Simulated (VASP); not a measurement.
# Al2O3 (P-3m1) in VASP: a series of runs, part 2 of 2

VASP 6.6.1. Earlier steps stand in the parts before.

## (3) Single point, LDA

Input file INCAR:

```
ALGO = Normal
EDIFF = 1E-7
ENCUT = 520
GGA = CA
ISIF = 2
ISMEAR = 0
LASPH = T
LCHARG = F
LREAL = F
LWAVE = F
NBANDS = 20
NELM = 60
PREC = Accurate
SIGMA = 0.05
```

Input file KPOINTS:

```
k-points
0
Gamma
  10 10 4
```

Input file POSCAR:

```
Al2O3
1.0
    3.0174825440      0.0000000000      0.0000000000
   -1.5087412720      2.6132165386      0.0000000000
    0.0000000000      0.0000000000      7.5746360022
Al O
2 3
Cartesian
    0.0000000000      0.0000000000      5.4692583508
    0.0000000000      0.0000000000      2.1053776514
    0.0000000000      0.0000000000      3.7873180011
    1.5087412722      0.8710721794      6.0638445530
   -0.0000000002      1.7421443592      1.5107914492
```

Potentials or basis: VASP PAW LDA potentials, release 54 (Al, O).

Launch:

```bash
$ cat potpaw_LDA.54/Al/POTCAR potpaw_LDA.54/O/POTCAR > POTCAR
$ mpirun -np 1 vasp_std > vasp.out
```

OUTCAR:

```text
EDIFF = 1E-7
   ENCUT = 520
   GGA = CA
   ISIF = 2
   ISMEAR = 0
   LASPH = T
   LREAL = F
   NELM = 60
   PREC = Accurate

 ion  position               nearest neighbor table
   1  0.000  0.000  0.722-   3 1.68   4 1.84   4 1.84   4 1.84   2 3.36
   2  0.000  0.000  0.278-   3 1.68   5 1.84   5 1.84   5 1.84   1 3.36
   3  0.000  0.000  0.500-   1 1.68   2 1.68
   4  0.667  0.333  0.801-   1 1.84   1 1.84   1 1.84
   5  0.333  0.667  0.199-   2 1.84   2 1.84   2 1.84

  LATTYP: Found a hexagonal cell.
 ALAT       =     3.0174825440
 C/A-ratio  =     2.5102501478

  Lattice vectors:

 A1 = (   3.0174825440,   0.0000000000,   0.0000000000)
 A2 = (  -1.5087412720,   2.6132165386,   0.0000000000)
 A3 = (   0.0000000000,   0.0000000000,   7.5746360022)

Analysis of symmetry for initial positions (statically):
=====================================================================
 Subroutine PRICEL returns:
 Original cell was already a primitive cell.

 Routine SETGRP: Setting up the symmetry group for a
 hexagonal supercell.

 Subroutine GETGRP returns: Found 12 space group operations
 (whereof 12 operations were pure point group operations)
 out of a pool of 24 trial point group operations.

The static configuration has the point symmetry D_3d.

Analysis of symmetry for dynamics (positions and initial velocities):
=====================================================================
 Subroutine PRICEL returns:
 Original cell was already a primitive cell.

 Routine SETGRP: Setting up the symmetry group for a
 hexagonal supercell.

 Subroutine GETGRP returns: Found 12 space group operations
 (whereof 12 operations were pure point group operations)
 out of a pool of 24 trial point group operations.

The dynamic configuration has the point symmetry D_3d.

 Subroutine INISYM returns: Found 12 space group operations
 (whereof 12 operations are pure point group operations),
 and found     1 'primitive' translations

----------------------------------------------------------------------------------------

                                     Primitive cell

  volume of cell :      59.7285

  direct lattice vectors                    reciprocal lattice vectors
     3.017482544  0.000000000  0.000000000     0.331402083  0.191335082  0.000000000
    -1.508741272  2.613216539  0.000000000     0.000000000  0.382670163  0.000000000
     0.000000000  0.000000000  7.574636002     0.000000000  0.000000000  0.132019545

  length of vectors
     3.017482544  3.017482544  7.574636002     0.382670163  0.382670163  0.132019545

  position of ions in fractional coordinates (direct lattice)
     0.000000000  0.000000000  0.722049000
     0.000000000  0.000000000  0.277951000
     0.000000000  0.000000000  0.500000000
     0.666666667  0.333333333  0.800546000
     0.333333333  0.666666667  0.199454000

  ion indices of the primitive-cell ions
   primitive index   ion index
                 1           1
                 2           2
                 3           3
                 4           4
                 5           5
[... 23 lines left out ...]
 ===========================================

 Found     50 irreducible k-points:

 Following reciprocal coordinates:
            Coordinates               Weight
  0.000000  0.000000  0.000000      1.000000
  0.100000  0.000000  0.000000      6.000000
  0.200000  0.000000  0.000000      6.000000
  0.300000  0.000000  0.000000      6.000000
  0.400000 -0.000000  0.000000      6.000000
  0.500000  0.000000  0.000000      3.000000
[... 16 lines left out ...]
  0.000000  0.400000  0.250000      6.000000
  0.500000  0.000000  0.250000      6.000000
 [... further k-points ...]
   k-points           NKPTS =     50   k-points in BZ     NKDIM =     50   number of bands    NBANDS=     20
   number of dos      NEDOS =    301   number of ions     NIONS =      5
   total plane-waves  NPLWV =  32256
   dimension x,y,z NGX =    24 NGY =   24 NGZ =   56
   dimension x,y,z NGXF=    48 NGYF=   48 NGZF=  112
   ions per type =               2   3
   NGX,Y,Z   is equivalent  to a cutoff of  13.22, 13.22, 12.29 a.u.
   NGXF,Y,Z  is equivalent  to a cutoff of  26.45, 26.45, 24.58 a.u.
 SYSTEM =  unknown system
   PREC   = accura    normal or accurate (medium, high low for compatibility)
   ISTART =      0    job   : 0-new  1-cont  2-samecut
   ICHARG =      2    charge: 1-file 2-atom 10-const
   ISPIN  =      1    spin polarized calculation?
   LNONCOLLINEAR =      F non collinear calculations
   LSORBIT =      F    spin-orbit coupling
   LASPH  =      T    aspherical Exc in radial PAW
   ENCUT  =  520.0 eV  38.22 Ry    6.18 a.u.   5.61  5.61 14.08*2*pi/ulx,y,z
   NELM   =     60;   NELMIN=  2; NELMDL= -5     # of ELM steps
   EDIFF  = 0.1E-06   stopping-criterion for ELM
   LREAL  =      F    real-space projection
   EDIFFG = 0.1E-05   stopping-criterion for IOM
   NSW    =      0    number of steps for IOM
   IBRION =     -1    ionic relax: 0-MD 1-quasi-New 2-CG
   NFREE  =      0    steps in history (QN), initial steepest desc. (CG)
   ISIF   =      2    stress and relaxation
   ISYM   =      2    0-nonsym 1-usesym 2-fastsym
   POTIM  = 0.5000    time-step for ionic-motion
   TEBEG  =    0.0;   TEEND  =   0.0 temperature during run
   PSTRESS=    0.0 pullay stress
   NELECT =      24.0000    total number of electrons
   NUPDOWN=      -1.0000    fix difference up-down
   EMIN   =  10.00;   EMAX   =-10.00  energy-range for DOS
   EFERMI =   0.00;   METHOD = LEGACY
   ISMEAR =     0;   SIGMA  =   0.05  broadening in eV -4-tet -1-fermi 0-gaus
   EFERMI_NEDOS =   21; number of points for ismear=-14 and -15
   IALGO  =     38    algorithm
   IMIX   =      4    mixing-type and parameters
     AMIX     =   0.40;   BMIX     =  1.00
     AMIX_MAG =   1.60;   BMIX_MAG =  1.00
  volume/ion in A,a.u.               =      11.95        80.61
  Fermi-wavevector in a.u.,A,eV,Ry     =   1.208049  2.282882 19.856107  1.459383
  Thomas-Fermi vector in A             =   2.343669
   LORBIT       =      0    0 simple, 1 ext, 2 COOP (PROOUT), +10 PAW based schemes
   GGA     = CA    functional components
   LHFCALC =     F    Hartree Fock is set to
   AEXX    =    0.0000 exact exchange contribution
   IVDW    =     0    specifies the selected vdW correction
   LEPSILON=     F    determine dielectric tensor
   LRPA    =     F    only Hartree local field effects (RPA)
 non-spin polarized calculation
 Gauss-broadening in eV      SIGMA  =   0.05
  energy-cutoff  :      520.00
  volume of cell :       59.73
 maximum number of plane-waves:      1632
 NGX is ok and might be reduce to    24
   NGX = 11   NGY = 11   NGZ = 29

 number of electron      24.0000012 magnetization

 Free energy of the ion-electron system (eV)
  ---------------------------------------------------
  ext. energy  EPLUGINS =         0.00000000
  ---------------------------------------------------
  free energy    TOTEN  =       -39.68523716 eV

  energy without entropy =      -39.68523716  energy(sigma->0) =      -39.68523716

 E-fermi :   3.7781     XC(G=0): -10.2358

 val. band max:        3.5006939332   @ k =   0.0000   0.0000   0.0000
 cond. band min:       5.6889636707   @ k =   0.0000   0.0000   0.0000
 fundamental gap:      2.1882697375
 Fermi energy:         3.7780776853

 k-point     1 :       0.0000    0.0000    0.0000
  band No.  band energies     occupation
      1     -15.8231      2.00000
      2     -15.6163      2.00000
      3     -13.0580      2.00000
      4      -2.3774      2.00000
      5      -1.0165      2.00000
      6      -0.2144      2.00000
[... 541 lines left out ...]
     19      14.4769      0.00000
     20      16.3201      0.00000

 [... further k-points ...]

------------------------ aborting loop because EDIFF is reached ----------------------------------------

  FORCE on cell =-STRESS in cart. coord.  units (eV):
  Direction    XX          YY          ZZ          XY          YZ          ZX
  --------------------------------------------------------------------------------------
  -------------------------------------------------------------------------------------
  Total       -2.9088013     -2.9088013     -2.6440502      0.0000000     -0.0000000     -0.0000000
  in kB      -78.0266051    -78.0266051    -70.9248376      0.0000000     -0.0000000     -0.0000000
  external PRESSURE =     -75.6593493 kB  Pullay stress =       0.0000000 kB

 VOLUME and BASIS-vectors are now :
 -----------------------------------------------------------------------------
  energy-cutoff  :      520.00
  volume of cell :       59.73
      direct lattice vectors                 reciprocal lattice vectors
     3.017482544  0.000000000  0.000000000     0.331402083  0.191335082  0.000000000
    -1.508741272  2.613216539  0.000000000     0.000000000  0.382670163  0.000000000
     0.000000000  0.000000000  7.574636002     0.000000000  0.000000000  0.132019545

 POSITION                                       TOTAL-FORCE (eV/Angst)
 -----------------------------------------------------------------------------------
      0.00000      0.00000      5.46926        -0.000000      0.000000     -0.112786
      0.00000      0.00000      2.10538         0.000000     -0.000000      0.112786
      0.00000      0.00000      3.78732        -0.000000     -0.000000      0.000000
      1.50874      0.87107      6.06384        -0.000000     -0.000000     -0.430024
     -0.00000      1.74214      1.51079         0.000000      0.000000      0.430024
 -----------------------------------------------------------------------------------
    total drift:                                0.000000      0.000000      0.000000

  FREE ENERGIE OF THE ION-ELECTRON SYSTEM (eV)
  ---------------------------------------------------
  free  energy   TOTEN  =       -39.6852371599 eV

  energy  without entropy=      -39.6852371599  energy(sigma->0) =      -39.68523716
```

OSZICAR:

```text
N       E                     dE             d eps       ncg     rms          rms(c)
DAV:   1     0.100722066837E+03    0.10072E+03   -0.12353E+04  2008   0.109E+03
DAV:   2    -0.384596262950E+02   -0.13918E+03   -0.13283E+03  2444   0.240E+02
DAV:   3    -0.453463894887E+02   -0.68868E+01   -0.68658E+01  2600   0.554E+01
DAV:   4    -0.453931672718E+02   -0.46778E-01   -0.46765E-01  2580   0.515E+00
DAV:   5    -0.453935848333E+02   -0.41756E-03   -0.41755E-03  2464   0.469E-01    0.137E+01
DAV:   6    -0.399643945898E+02    0.54292E+01   -0.18374E+01  2244   0.290E+01    0.542E+00
DAV:   7    -0.398154822159E+02    0.14891E+00   -0.58607E-01  2432   0.545E+00    0.265E+00
DAV:   8    -0.397098845019E+02    0.10560E+00   -0.91105E-02  2472   0.258E+00    0.950E-01
DAV:   9    -0.396852673983E+02    0.24617E-01   -0.39058E-02  2608   0.174E+00    0.191E-01
DAV:  10    -0.396854011329E+02   -0.13373E-03   -0.50476E-03  2392   0.519E-01    0.142E-01
DAV:  11    -0.396852636356E+02    0.13750E-03   -0.61343E-04  2580   0.161E-01    0.307E-02
DAV:  12    -0.396852368479E+02    0.26788E-04   -0.97115E-05  2716   0.874E-02    0.887E-03
DAV:  13    -0.396852370459E+02   -0.19809E-06   -0.17481E-05  2536   0.309E-02    0.500E-03
DAV:  14    -0.396852371749E+02   -0.12900E-06   -0.10698E-06  2400   0.725E-03    0.167E-03
DAV:  15    -0.396852371599E+02    0.15086E-07   -0.78182E-08  1668   0.210E-03
   1 F= -.39685237E+02 E0= -.39685237E+02  d E =-.232950E-16
```

Run time: 25 s. Hardware: 1 thread of Intel Xeon Platinum 8488C (Sapphire Rapids), shared host; peak memory 0.17 GiB.

What came out:

| Item | Value |
| --- | --- |
| Free energy | -39.6852 eV |
| Pressure | -7.6 GPa |
| Largest force | 0.430 eV/Å |
| Band gap on the k mesh | 2.19 eV, direct |

Forces on the atoms (eV/Å):
```
Al   0.000  0.000 -0.113
Al   0.000  0.000  0.113
O    0.000  0.000  0.000
O    0.000  0.000 -0.430
O    0.000  0.000  0.430
```
